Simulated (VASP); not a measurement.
# Al2O3 (Corundum): input slips in a relaxation and what they do, part 2 of 2

Aim: see how common mistakes in a VASP relaxation show up, on Al2O3 (Corundum). The starting structure is a measured crystal structure from the Crystallography Open Database.

VASP 6.6.1.

Results so far: reference 8.57 Å³ an atom; a smearing far too wide 8.57 Å³ an atom.

## Step 4: Relaxation with a cutoff far too low

Level of this step: PBEsol; plane waves and PAW (Al, O) (VASP).

A slip made on purpose: a cutoff far too low. Against step 2 the input has PREC = Normal and ENCUT = 220 (also changed: NELM).

INCAR reads:

```
SYSTEM = Al2O3
PREC = Normal
ENCUT = 220
EDIFF = 1E-06
NELM = 60
ISMEAR = 0
SIGMA = 0.03
LREAL = .FALSE.
ALGO = Normal
GGA = PS
NBANDS = 34
LORBIT = 11
LWAVE = .FALSE.
LCHARG = .FALSE.
KPAR = 16
IBRION = 2
NSW = 50
ISIF = 3
EDIFFG = -0.006
```

POSCAR reads:

```
Al2O3
1.0
    2.4030461401      1.3873993359      4.3750580714
   -2.4030461401      1.3873993359      4.3750580714
    0.0000000000     -2.7747986717      4.3750580714
Al O
4 6
Direct
    0.1500000000      0.1500000000      0.1500000000
    0.3500000000      0.3500000000      0.3500000000
    0.8500000000      0.8500000000      0.8500000000
    0.6500000000      0.6500000000      0.6500000000
    0.9500000000      0.2500000000      0.5500000000
    0.5500000000      0.9500000000      0.2500000000
    0.2500000000      0.5500000000      0.9500000000
    0.0500000000      0.7500000000      0.4500000000
    0.4500000000      0.0500000000      0.7500000000
    0.7500000000      0.4500000000      0.0500000000
```

KPOINTS reads:

```
Automatic mesh
0
Gamma
6 6 6
0 0 0
```

PAW data sets: Al and O (PBE family, release 64).

The run is started by

```sh
> mpirun -np 16 vasp_std
```

The log of the run:

```text
[... set-up lines as in an earlier step ...]
 entering main loop
       N       E                     dE             d eps       ncg     rms          rms(c)
DAV:   1     0.104575140124E+03    0.10458E+03   -0.14981E+04  2296   0.669E+02
DAV:   2    -0.778167368516E+02   -0.18239E+03   -0.17805E+03  2744   0.204E+02
DAV:   3    -0.840030413398E+02   -0.61863E+01   -0.61683E+01  2808   0.388E+01
DAV:   4    -0.840358013616E+02   -0.32760E-01   -0.32745E-01  2608   0.303E+00
[...]
DAV:  11    -0.812761029982E+02   -0.33417E-05   -0.27792E-05  2412   0.318E-02    0.958E-03
DAV:  12    -0.812761017114E+02    0.12869E-05   -0.41870E-06  2776   0.110E-02    0.231E-03
DAV:  13    -0.812761022081E+02   -0.49669E-06   -0.37663E-07  1584   0.350E-03
   1 F= -.81276102E+02 E0= -.81276102E+02  d E =-.812761E+02
[... from here on, the cycles between the ionic steps are left out ...]
   2 F= 0.48163763E+03 E0= 0.48163763E+03  d E =0.562914E+03
   3 F= -.89990618E+02 E0= -.89990618E+02  d E =-.871452E+01
   4 F= -.92972610E+02 E0= -.92972610E+02  d E =-.116965E+02
   5 F= -.94439430E+02 E0= -.94439430E+02  d E =-.131633E+02
   6 F= -.94441057E+02 E0= -.94441057E+02  d E =-.131650E+02
   7 F= -.93016995E+02 E0= -.93016995E+02  d E =0.142406E+01
   8 F= -.95126043E+02 E0= -.95126043E+02  d E =-.684987E+00
   9 F= -.95111676E+02 E0= -.95111676E+02  d E =0.143670E-01
  10 F= -.95161980E+02 E0= -.95161980E+02  d E =-.359367E-01
  11 F= -.95163794E+02 E0= -.95163794E+02  d E =-.181411E-02
  12 F= -.95171169E+02 E0= -.95171169E+02  d E =-.918905E-02
  13 F= -.95173289E+02 E0= -.95173289E+02  d E =-.212020E-02
  14 F= -.95173497E+02 E0= -.95173497E+02  d E =-.232765E-02
  15 F= -.95173488E+02 E0= -.95173488E+02  d E =0.828847E-05
  16 F= -.95173803E+02 E0= -.95173803E+02  d E =-.306181E-03
  17 F= -.95173774E+02 E0= -.95173774E+02  d E =0.286446E-04
  18 F= -.95173820E+02 E0= -.95173820E+02  d E =-.168363E-04
[...]
reached required accuracy - stopping structural energy minimisation
```

The job ended after 10 s (16 MPI ranks of Intel Xeon 6975P-C (Granite Rapids), shared host; peak memory 2.5 GiB; 2.6 min of CPU time).

Parts of OUTCAR (step 4):

```text
  Total        0.0091154      0.0091154      0.0022227      0.0000000      0.0000000      0.0000000
  in kB        0.2229562      0.2229562      0.0543650      0.0000000      0.0000000      0.0000000
  external PRESSURE =       0.1667591 kB  Pullay stress =       0.0000000 kB

 POSITION                                       TOTAL-FORCE (eV/Angst)
 -----------------------------------------------------------------------------------
     -0.00000      0.00000      1.77277         0.000000     -0.000000     -0.000388
     -0.00000      0.00000      4.16245        -0.000000      0.000000      0.000388
     -0.00000      0.00000     10.09766        -0.000000      0.000000      0.000388
     -0.00000      0.00000      7.70799         0.000000     -0.000000     -0.000388
      1.50850      0.08854      6.92442        -0.000118     -0.000205      0.000000
     -0.83093      1.26213      6.92442         0.000236     -0.000000     -0.000000
     -0.67757     -1.35067      6.92442        -0.000118      0.000205     -0.000000
     -1.50850     -0.08854      4.94602         0.000118      0.000205     -0.000000
      0.83093     -1.26213      4.94602        -0.000236      0.000000     -0.000000
      0.67757      1.35067      4.94602         0.000118     -0.000205      0.000000
 -----------------------------------------------------------------------------------
    total drift:                               -0.000000      0.000000      0.000000

  FREE ENERGIE OF THE ION-ELECTRON SYSTEM (eV)
  ---------------------------------------------------
  free  energy   TOTEN  =       -95.1738195905 eV

  energy  without entropy=      -95.1738195905  energy(sigma->0) =      -95.17381959

[... 2 parts as in an earlier step ...]

[... 2 further parts left out ...]
[key lines of the parts left out:]
E-fermi :   9.8484
```

With a cutoff far too low the cell ends at 6.550 Å³ an atom, -23.52 % from the reference.

## Step 5: Relaxation with a loose energy criterion for the relaxation

A slip made on purpose: a loose energy criterion for the relaxation. Against step 2 the input has EDIFFG = 0.1 (also changed: NELM).

Changes to INCAR since step 4:

```diff
@@ -1,4 +1,4 @@
 SYSTEM = Al2O3
-PREC = Normal
-ENCUT = 220
+PREC = Accurate
+ENCUT = 520
 EDIFF = 1E-06
@@ -18,2 +18,2 @@
 ISIF = 3
-EDIFFG = -0.006
+EDIFFG = 0.1
```

POSCAR is that of step 4.

KPOINTS is that of step 4.

The run is started by

```sh
> mpirun -np 16 vasp_std
```

The log of the run:

```text
[... set-up lines as in an earlier step ...]
 entering main loop
       N       E                     dE             d eps       ncg     rms          rms(c)
DAV:   1     0.223466754650E+03    0.22347E+03   -0.25269E+04  2176   0.134E+03
DAV:   2    -0.729467635128E+02   -0.29641E+03   -0.28747E+03  2782   0.287E+02
DAV:   3    -0.856797016428E+02   -0.12733E+02   -0.12690E+02  2790   0.617E+01
DAV:   4    -0.857808308546E+02   -0.10113E+00   -0.10107E+00  2704   0.629E+00
[...]
DAV:  12    -0.785539097731E+02   -0.33708E-05   -0.16526E-05  2572   0.253E-02    0.834E-03
DAV:  13    -0.785539085388E+02    0.12343E-05   -0.56608E-06  2638   0.133E-02    0.143E-03
DAV:  14    -0.785539084296E+02    0.10923E-06   -0.13382E-07  1386   0.230E-03
   1 F= -.78553908E+02 E0= -.78553908E+02  d E =-.785539E+02
[...]
N       E                     dE             d eps       ncg     rms          rms(c)
DAV:   1    -0.788978834803E+02   -0.34397E+00   -0.44264E+01  2180   0.414E+01    0.409E+00
[...]
DAV:   7    -0.786560360182E+02    0.21787E-04   -0.60404E-05  2598   0.484E-02    0.117E-02
DAV:   8    -0.786560370064E+02   -0.98822E-06   -0.21075E-05  2688   0.252E-02    0.655E-03
DAV:   9    -0.786560365593E+02    0.44710E-06   -0.28369E-06  1908   0.929E-03
   2 F= -.78656037E+02 E0= -.78656037E+02  d E =-.102128E+00
 trial-energy change:   -0.102128  1 .order   -0.097325   -0.266081    0.071430
 step:   0.8019(harm=  0.7884)  dis= 0.02601  next Energy=   -78.663074 (dE=-0.109E+00)
[...]
N       E                     dE             d eps       ncg     rms          rms(c)
DAV:   1    -0.786721465878E+02   -0.16110E-01   -0.17350E+00  2176   0.812E+00    0.776E-01
DAV:   2    -0.786639098121E+02    0.82368E-02   -0.62048E-02  2784   0.146E+00    0.213E-01
DAV:   3    -0.786632047960E+02    0.70502E-03   -0.32995E-03  2588   0.337E-01    0.693E-02
DAV:   4    -0.786630896672E+02    0.11513E-03   -0.55892E-04  2754   0.146E-01    0.386E-02
DAV:   5    -0.786630694148E+02    0.20252E-04   -0.84348E-05  2694   0.547E-02    0.804E-03
DAV:   6    -0.786630684173E+02    0.99755E-06   -0.62033E-06  2538   0.150E-02
   3 F= -.78663068E+02 E0= -.78663068E+02  d E =-.109160E+00
[...]
reached required accuracy - stopping structural energy minimisation
```

The job ended after 15 s (16 MPI ranks; peak memory 5 GiB; 3.8 min of CPU time).

OUTCAR, selected parts (step 5):

```text
  Total        0.8200551      0.8200551      0.3716140      0.0000000      0.0000000      0.0000000
  in kB       15.4197944     15.4197944      6.9875933      0.0000000      0.0000000      0.0000000
  external PRESSURE =      12.6090607 kB  Pullay stress =       0.0000000 kB

 POSITION                                       TOTAL-FORCE (eV/Angst)
 -----------------------------------------------------------------------------------
      0.00000      0.00000      1.93137         0.000000     -0.000000     -0.092586
      0.00000      0.00000      4.57694         0.000000      0.000000      0.092586
      0.00000      0.00000     11.08524         0.000000      0.000000      0.092586
      0.00000      0.00000      8.43967         0.000000     -0.000000     -0.092586
      1.65383      0.11521      7.59302        -0.037129     -0.064309      0.000000
     -0.92669      1.37465      7.59302         0.074258      0.000000      0.000000
     -0.72714     -1.48987      7.59302        -0.037129      0.064309     -0.000000
     -1.65383     -0.11521      5.42359         0.037129      0.064309     -0.000000
      0.92669     -1.37465      5.42359        -0.074258      0.000000      0.000000
      0.72714      1.48987      5.42359         0.037129     -0.064309      0.000000
 -----------------------------------------------------------------------------------
    total drift:                               -0.000000      0.000000      0.000000

  FREE ENERGIE OF THE ION-ELECTRON SYSTEM (eV)
  ---------------------------------------------------
  free  energy   TOTEN  =       -78.6630684173 eV

  energy  without entropy=      -78.6630684173  energy(sigma->0) =      -78.66306842

[... 2 parts as in an earlier step ...]

[... 2 further parts left out ...]
[key lines of the parts left out:]
E-fermi :   6.1243
```

With a loose energy criterion for the relaxation the cell ends at 8.521 Å³ an atom, -0.52 % from the reference.

## Step 6: Relaxation with too few electronic steps

A slip made on purpose: too few electronic steps. Against step 2 the input has NELM = 4 (also changed: NSW).

Changes to INCAR since step 5:

```diff
@@ -4,3 +4,3 @@
 EDIFF = 1E-06
-NELM = 60
+NELM = 4
 ISMEAR = 0
@@ -16,4 +16,4 @@
 IBRION = 2
-NSW = 50
+NSW = 30
 ISIF = 3
-EDIFFG = 0.1
+EDIFFG = -0.006
```

POSCAR is that of step 5.

KPOINTS is that of step 5.

The run is started by

```sh
> mpirun -np 16 vasp_std
```

The log of the run:

```text
[... set-up lines as in an earlier step ...]
 entering main loop
       N       E                     dE             d eps       ncg     rms          rms(c)
[... 4 cycles as in an earlier step ...]
 -----------------------------------------------------------------------------
|                                                                             |
|           W    W    AA    RRRRR   N    N  II  N    N   GGGG   !!!           |
|           W    W   A  A   R    R  NN   N  II  NN   N  G    G  !!!           |
|           W    W  A    A  R    R  N N  N  II  N N  N  G       !!!           |
|           W WW W  AAAAAA  RRRRR   N  N N  II  N  N N  G  GGG   !            |
|           WW  WW  A    A  R   R   N   NN  II  N   NN  G    G                |
|           W    W  A    A  R    R  N    N  II  N    N   GGGG   !!!           |
|                                                                             |
|     The electronic self-consistency was not achieved in the given           |
|     number of steps (NELM). The forces and other quantities evaluated       |
[...]
[... from here on, the cycles between the ionic steps are left out ...]
   2 F= -.30882745E+02 E0= -.30878705E+02  d E =0.548981E+02
[...]
|     The electronic self-consistency was not achieved in the given           |
   3 F= -.68294658E+02 E0= -.68294658E+02  d E =0.174862E+02
   5 F= -.77771523E+02 E0= -.77771523E+02  d E =0.800931E+01
   7 F= -.78470331E+02 E0= -.78470331E+02  d E =0.731050E+01
   9 F= -.78549594E+02 E0= -.78549594E+02  d E =0.723124E+01
  11 F= -.78562763E+02 E0= -.78562763E+02  d E =0.721807E+01
  13 F= -.78565631E+02 E0= -.78565631E+02  d E =0.721520E+01
  15 F= -.78566321E+02 E0= -.78566321E+02  d E =0.721451E+01
  17 F= -.78566491E+02 E0= -.78566491E+02  d E =0.721434E+01
  19 F= -.78566534E+02 E0= -.78566534E+02  d E =0.721430E+01
  21 F= -.78663286E+02 E0= -.78663286E+02  d E =-.967525E-01
  23 F= -.78666582E+02 E0= -.78666582E+02  d E =-.329594E-02
  25 F= -.78666583E+02 E0= -.78666583E+02  d E =-.329636E-02
  27 F= -.78666786E+02 E0= -.78666786E+02  d E =-.203476E-03
  28 F= -.78666797E+02 E0= -.78666797E+02  d E =-.105578E-04
 trial-energy change:   -0.000011  1 .order   -0.000011   -0.000014   -0.000007
 step:   1.4765(harm=  1.4765)  dis= 0.00056  next Energy=   -78.666800 (dE=-0.139E-04)
 reached required accuracy - stopping structural energy minimisation
```

It took 60 s on 16 MPI ranks; peak memory 5.5 GiB.

OUTCAR, selected parts (step 6):

```text
  Total        0.0030502      0.0030502     -0.0206390      0.0000000     -0.0000000      0.0000000
  in kB        0.0570600      0.0570600     -0.3860960      0.0000000     -0.0000000      0.0000000
  external PRESSURE =      -0.0906587 kB  Pullay stress =       0.0000000 kB

 POSITION                                       TOTAL-FORCE (eV/Angst)
 -----------------------------------------------------------------------------------
      0.00000      0.00000      1.92538         0.000000     -0.000000     -0.004873
      0.00000      0.00000      4.58207         0.000000      0.000000      0.004873
      0.00000      0.00000     11.08952         0.000000      0.000000      0.004873
      0.00000      0.00000      8.43283         0.000000     -0.000000     -0.004873
      1.65723      0.11385      7.59202        -0.000666     -0.001153      0.000000
     -0.92722      1.37828      7.59202         0.001331     -0.000000      0.000000
     -0.73002     -1.49213      7.59202        -0.000666      0.001153     -0.000000
     -1.65723     -0.11385      5.42287         0.000666      0.001153     -0.000000
      0.92722     -1.37828      5.42287        -0.001331     -0.000000     -0.000000
      0.73002      1.49213      5.42287         0.000666     -0.001153      0.000000
 -----------------------------------------------------------------------------------
    total drift:                               -0.000000      0.000000      0.000000

  FREE ENERGIE OF THE ION-ELECTRON SYSTEM (eV)
  ---------------------------------------------------
  free  energy   TOTEN  =       -78.6667968948 eV

  energy  without entropy=      -78.6667968948  energy(sigma->0) =      -78.66679689

[... 2 parts as in an earlier step ...]

[... 2 further parts left out ...]
[key lines of the parts left out:]
E-fermi :   6.1030
```

With too few electronic steps the cell ends at 8.565 Å³ an atom, -0.01 % from the reference.

## Step 7: The runs compared

```tsv
run	volume (Å³/atom)	change (%)	bulk modulus (GPa)	pressure left (GPa)	core minutes
reference	8.565	-	243.6	-0.03	2.67
a smearing far too wide	8.571	0.06	241.1	-0.01	9.6
a cutoff far too low	6.55	-23.52	-	0.02	2.72
a loose energy criterion for the relaxation	8.521	-0.52	-	1.26	3.89
too few electronic steps	8.565	-0.01	-	-0.01	16.0
```

Core minutes are wall time times ranks, summed over the relaxations behind a row (those for a bulk modulus apart), on shared hosts.

## Step 8: Outcome

```
volume of the reference                                                   : 8.565 Å³/atom
volume against the reference, a smearing far too wide                     : +0.06 %
volume against the reference, a cutoff far too low                        : -23.52 %
volume against the reference, a loose energy criterion for the relaxation : -0.52 %
volume against the reference, too few electronic steps                    : -0.01 %
```

What this shows: Finished, but with signs in the output that stand out against the reference: a smearing far too wide, with the volume changed by +0.1 % (signs: a large entropy term in the energy); a cutoff far too low, with the volume changed by -23.5 % (signs: an energy that rises by up to 56.3 eV an atom on the way); a loose energy criterion for the relaxation, with the volume changed by -0.5 % (signs: a stress of up to 1.5 GPa and forces of up to 0.09 eV/Å); too few electronic steps, with the volume changed by less than 0.1 % (signs: warnings that the electronic loop ran out of cycles and an energy that rises by up to 5.5 eV an atom on the way). Further runs on this material are not shown.

[Lines on the potential files, build, host, timing and source positions are cut from VASP's logs without a mark.]

[Logs are printed without paths, hosts, clocks, repeated set-up lines and the standing remarks that a program may print on its own settings, such as how far it seeks lower states.]

[Hosts, paths, dates, database ids (printed as entryN), source tags and the programs' standing remarks are cut or masked in the printed files.]
